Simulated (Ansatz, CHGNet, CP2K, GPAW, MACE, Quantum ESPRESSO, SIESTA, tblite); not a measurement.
**tblite on LaSb (Fm-3m) (64 atoms): settings against a plane-wave reference**

Aim: run LaSb (Fm-3m) (64 atoms) in tblite and see how near its forces come to a plane-wave reference, and at what cost.

Program: tblite 0.8.0. Level of theory: the method is named at each step. Results are calculated unless marked as measured.

**1. The starting structure**

The cell holds 64 atoms: 32 La and 32 Sb. Its edges and angles: a = 12.980 Å, b = 12.980 Å, c = 12.980 Å, α = 90.0°, β = 90.0°, γ = 90.0°. It derives from LaSb (Fm-3m), repeated 2×2×2. LaSb, space group Fm-3m, structure from the Crystallography Open Database, 2 x 2 x 2 conventional cells; every coordinate displaced by a Gaussian of 0.06 Å. Then every atom was moved at random, 0.05 Å r.m.s. a Cartesian component.

The yardstick, on the same geometry:

| Item | Value |
| --- | --- |
| method | Kohn-Sham DFT, PBE, SSSP efficiency 1.3.0 pseudopotentials, plane waves (Quantum ESPRESSO 7.5); sssp-pbe-1.3.0-efficiency, cutoffs 60/480 Ry, Γ point |
| r.m.s. force component | 0.445 eV/Å |
| longest force | 1.721 eV/Å |
| pressure | 2.258 GPa |
| time | 23 min on 4 MPI ranks of Arm Neoverse V1, shared host |
| CPU time | 1.6 h |

**2. GFN1-xTB**

Method: GFN1-xTB tight binding, diagonalisation.

Contents of run.py:

```python
import numpy as np
from ase.io import read
from tblite.ase import TBLite

atoms = read("structure.xyz")
atoms.calc = TBLite(method="GFN1-xTB", electronic_temperature=580, accuracy=1.0, max_iterations=250, mixer_damping=0.1, verbosity=1)
energy = atoms.get_potential_energy()
forces = atoms.get_forces()
print(f"energy {energy:.6f} eV")
print("forces (eV/A)")
for i, (a, f) in enumerate(zip(atoms, forces)):
    print(f"{i:4d} {a.symbol:2s} {f[0]:10.5f} {f[1]:10.5f} {f[2]:10.5f}")
stress = -atoms.get_stress(voigt=False) * 160.21766
print("stress (GPa, compression positive)")
for row in stress:
    print(" ".join(f"{x:10.4f}" for x in row))
print("charges (e)")
print(np.array2string(atoms.get_charges(), precision=4, suppress_small=True, max_line_width=110, threshold=100000))
```

Contents of structure.xyz:

```xyz
64
Lattice="12.98000 0.00000 0.00000 0.00000 12.98000 0.00000 0.00000 0.00000 12.98000" Properties=species:S:1:pos:R:3 pbc="T T T"
La 0.11280 12.97650 0.00350
La 12.96780 3.18296 3.23682
La 3.30873 12.92237 3.30964
La 3.34910 3.24747 0.07775
Sb 3.25824 0.08541 12.87577
Sb 0.00636 3.21216 12.95845
Sb 0.01973 0.07476 3.25227
Sb 3.20762 3.22358 3.26746
La 12.96170 12.88525 6.40083
La 12.96481 3.37986 9.70333
La 3.26551 12.92717 9.78562
La 3.21696 3.17634 6.42043
Sb 3.40517 12.90887 6.49818
Sb 12.86889 3.28485 6.39330
Sb 12.94651 12.95521 9.77173
Sb 3.22839 3.28225 9.68581
La 12.90848 6.49182 0.14382
La 0.05802 9.80964 3.45151
La 3.31626 6.48027 3.21424
La 3.33093 9.70216 0.01635
Sb 3.13662 6.43977 0.08035
Sb 0.14122 9.73176 0.20236
Sb 12.95586 6.42977 3.10832
Sb 3.27044 9.61831 3.27615
La 0.03141 6.45768 6.36293
La 12.97455 9.64829 9.80626
La 3.22579 6.37617 9.71722
La 3.21683 9.85571 6.54205
Sb 3.34482 6.39486 6.46144
Sb 0.03453 9.67373 6.46729
Sb 12.92471 6.48740 9.83118
Sb 3.24967 9.69256 9.64596
La 6.39745 0.04556 0.04206
La 6.37084 3.19996 3.17283
La 9.73837 0.00532 3.34611
La 9.69684 3.16258 0.13525
Sb 9.69243 12.89524 12.95819
Sb 6.59021 3.21800 12.90056
Sb 6.44769 12.90017 3.30055
Sb 9.61104 3.35260 3.14155
La 6.46326 0.19145 6.45872
La 6.46677 3.36143 9.61130
La 9.68412 0.13979 9.69749
La 9.77031 3.34066 6.63888
Sb 9.83663 0.03193 6.54633
Sb 6.43769 3.14596 6.51103
Sb 6.57424 12.86954 9.72877
Sb 9.77303 3.22060 9.79029
La 6.49260 6.55542 0.10202
La 6.57710 9.79575 3.30367
La 9.76797 6.52518 3.23903
La 9.65193 9.62934 0.06542
Sb 9.90413 6.53971 12.82956
Sb 6.59877 9.66854 12.95183
Sb 6.48779 6.61850 3.32366
Sb 9.78666 9.66608 3.23150
[... 4 atom lines left out ...]
Sb 9.66439 6.57048 6.44509
Sb 6.46365 9.61338 6.52946
Sb 6.28660 6.55853 9.71657
Sb 9.83326 9.73902 9.74616
```

The run is started by

```sh
$ OMP_NUM_THREADS=1 python run.py > output.txt
```

Log:

```text
------------------------------------------------------------
  cycle        total energy    energy error   density error
------------------------------------------------------------
      1     -93.04619545386  -9.2417074E+01   1.1602416E+00
      2     -108.9844676350  -1.5938272E+01   8.7494139E-01
      3     -164.9136306550  -5.5929163E+01   1.3885231E+00
      4     -108.5192088008   5.6394422E+01   8.5409459E-01
      5     -109.6977882834  -1.1785795E+00   8.2621228E-01
      6     -115.3488349185  -5.6510466E+00   8.9099401E-01
      7     -111.2957475014   4.0530874E+00   7.6895177E-01
      8     -118.5249553351  -7.2292078E+00   8.0082374E-01
      9     -115.7558214129   2.7691339E+00   6.9647701E-01
     10     -112.3877701879   3.3680512E+00   6.0354061E-01
     11     -110.7338833422   1.6538868E+00   5.8308487E-01
     12     -108.6993149899   2.0345684E+00   4.3288456E-01
     13     -119.3792862540  -1.0679971E+01   6.0796563E-01
     14     -116.4458008021   2.9334855E+00   5.0211379E-01
     15     -109.8400282987   6.6057725E+00   3.1121941E-01
     16     -111.1401388174  -1.3001105E+00   3.5738956E-01
     17     -109.9222924022   1.2178464E+00   2.0519561E-01
     18     -109.9542921071  -3.1999705E-02   3.2915929E-01
     19     -110.3504384444  -3.9614634E-01   2.0110874E-01
     20     -110.3014062051   4.9032239E-02   1.3220824E-01
     21     -110.2026226173   9.8783588E-02   1.3792831E-01
     22     -110.4090220677  -2.0639945E-01   1.0358483E-01
     23     -110.4304989733  -2.1476906E-02   9.6554875E-02
     24     -110.5659005354  -1.3540156E-01   6.5712835E-02
[...]
53     -110.6377916623  -3.7917009E-07   1.4866261E-04
     54     -110.6377918307  -1.6836754E-07   1.0886163E-04
     55     -110.6377919187  -8.7996014E-08   7.3247755E-05
     56     -110.6377919611  -4.2351360E-08   4.8220452E-05
     57     -110.6377919752  -1.4134557E-08   3.8227263E-05
     58     -110.6377919792  -3.9783856E-09   3.2532050E-05
     59     -110.6377919862  -7.0018871E-09   2.3823639E-05
     60     -110.6377919892  -3.0729410E-09   1.6749660E-05
------------------------------------------------------------
 total:                                   8.374 sec
energy -3010.607667 eV
forces (eV/A)
   0 La   -0.11371   -0.05162   -0.13072
   1 La   -0.12189    0.03744   -0.16569
   2 La   -0.06172   -0.14582   -0.13862
   3 La   -0.01569    0.08386   -0.08118
   4 Sb   -0.16771    0.11235    0.05766
   5 Sb    0.11575    0.19077   -0.01155
   6 Sb    0.01859    0.03523   -0.06636
   7 Sb   -0.35675   -0.00386    0.08281
   8 La    0.14026    0.01960    0.16359
   9 La    0.06844   -0.04390    0.00870
  10 La   -0.02161   -0.01367   -0.08331
  11 La   -0.15099   -0.06038    0.04036
  12 Sb    0.32168    0.00429   -0.04769
  13 Sb   -0.01357   -0.15573   -0.14038
  14 Sb   -0.10662    0.10943    0.02917
  15 Sb    0.08853   -0.00448    0.04377
  16 La    0.05342    0.05264   -0.13727
  17 La   -0.02328   -0.00734   -0.09624
  18 La   -0.09967    0.00322    0.00680
  19 La    0.07207   -0.03474   -0.18727
  20 Sb   -0.19772    0.07714    0.07073
  21 Sb   -0.03877   -0.21280    0.37534
  22 Sb    0.12101    0.09499   -0.12263
  23 Sb    0.12238   -0.18669    0.05002
[...]
56 La   -0.06786   -0.08583    0.01544
  57 La    0.10732   -0.03930   -0.16377
  58 La   -0.02248    0.03532   -0.02775
  59 La   -0.13388    0.05102    0.03461
  60 Sb   -0.06792    0.22382   -0.34176
  61 Sb   -0.07292   -0.10263    0.06027
  62 Sb   -0.34156    0.14496   -0.03829
  63 Sb   -0.11612    0.12435    0.08473
stress (GPa, compression positive)
  -15.4387     0.0085     0.0062
    0.0085   -15.4471     0.0173
    0.0062     0.0173   -15.4893
charges (e)
[ 0.1208  0.1137  0.103   0.1116 -0.118  -0.1098 -0.116  -0.1139  0.1075  0.1209  0.1132  0.1092 -0.1139
 -0.1153 -0.1127 -0.1138  0.129   0.1076  0.1159  0.1141 -0.1132 -0.1112 -0.1105 -0.1107  0.105   0.1219
  0.1178  0.1182 -0.109  -0.1189 -0.1125 -0.1139  0.1107  0.1018  0.1077  0.1162 -0.1108 -0.1153 -0.1159
 -0.113   0.1066  0.108   0.1281  0.1006 -0.1141 -0.1146 -0.1116 -0.1156  0.0983  0.1117  0.114   0.1212
 -0.1108 -0.1177 -0.11   -0.1147  0.1216  0.1237  0.1106  0.1134 -0.1154 -0.1055 -0.114  -0.1113]
```

The job ended after 9.1 s (1 thread of Arm Neoverse V1, shared host; peak memory 0.14 GiB).

Banners, paths, timers and routine set-up lines are dropped from the logs unmarked, and long logs keep their key lines alone; longer cuts are marked.

Numbers from this run, and their distance from the reference:

```yaml
r_m_s_force_component: 0.1332 eV/Å
r_m_s_difference_of_force_components: 437.9 meV/Å
longest_difference_of_force_vectors: 1416 meV/Å
force_difference_over_r_m_s_force: 98.4 %
slope_of_forces_against_the_reference_s: 0.0607
correlation_of_force_components: 0.2027
pressure: -15.46 GPa
pressure_difference: -17.72 GPa
```

Length of the force difference by element (eV/Å):

```
element  atoms  mean  most
     La     32  0.65   1.3
     Sb     32  0.75   1.4
```

The surroundings of Sb31, which bears the longest force, nearest first, numbered as they follow in the input and with coordinates relative to it.

```
atom      x      y      z  distance (Å)  bonds  Mulliken charge (e)      Fx      Fy  Fz (eV/Å)
Sb31   0.00   0.00   0.00          0.00      6                -0.11  -0.382   0.013      0.216
La10   0.04  -3.11  -0.13          3.11      6                 0.12   0.068  -0.044      0.009
La26   0.05   3.16  -0.02          3.16      6                 0.12   0.037  -0.016      0.108
La27   3.28  -0.11  -0.11          3.28      6                 0.12  -0.182   0.090      0.002
La17  -0.02   0.00   3.29          3.29      6                 0.13   0.053   0.053     -0.137
La59  -3.32  -0.07  -0.21          3.33      6                 0.11  -0.022   0.035     -0.028
La25   0.09  -0.03  -3.47          3.47      6                 0.10   0.076   0.029      0.007
Sb53  -3.02   0.05   3.00          4.26      6                -0.11   0.156  -0.210     -0.112
Sb64  -3.09   3.25  -0.09          4.49      6                -0.11  -0.116   0.124      0.085
```

Atoms are counted from 1 here, from 0 in the log.

Forces lie 98 % from the reference's, at 0.0016 times its CPU time (on 1 against 4 cores).

**3. What came out**

| Quantity | Value |
| --- | --- |
| force difference from the reference | tblite GFN1-xTB, 98 % |
| its CPU time | 9 s |

Tight binding differs by 98 % (tblite GFN1-xTB); it is another model, with fitted parameters of its own, and the xTB methods hold dispersion. One electronic-structure run takes under half the reference's CPU time: tblite GFN1-xTB, at 98 % in 9 s against 1.6 h, too far off to be of use; its pressure misses by -17.7 GPa. Periodic xTB results under one method name differ between programs and library versions. The reference's pressure holds the uncorrected Pulay stress of its 60 Ry basis, so small pressure differences, and their order, may be the reference's own error. The reference's pressure of 2.3 GPa belongs to a cell and atoms that aren't relaxed at this level. The electronic-structure runs sample only Γ, in a cell whose shortest periodic width is 13 Å. Spin–orbit coupling is left out, which matters for the levels of the heavy elements.

[Also dropped from logs without a mark: logging warnings of Python, and SIESTA's first energy breakdown and zero terms.]

[Logs are printed without paths, hosts, clocks, repeated set-up lines and the standing remarks that a program may print on its own settings, such as how far it seeks lower states.]

[Hosts, paths, dates, database ids (printed as entryN), source tags and the programs' standing remarks are cut or masked in the printed files.]
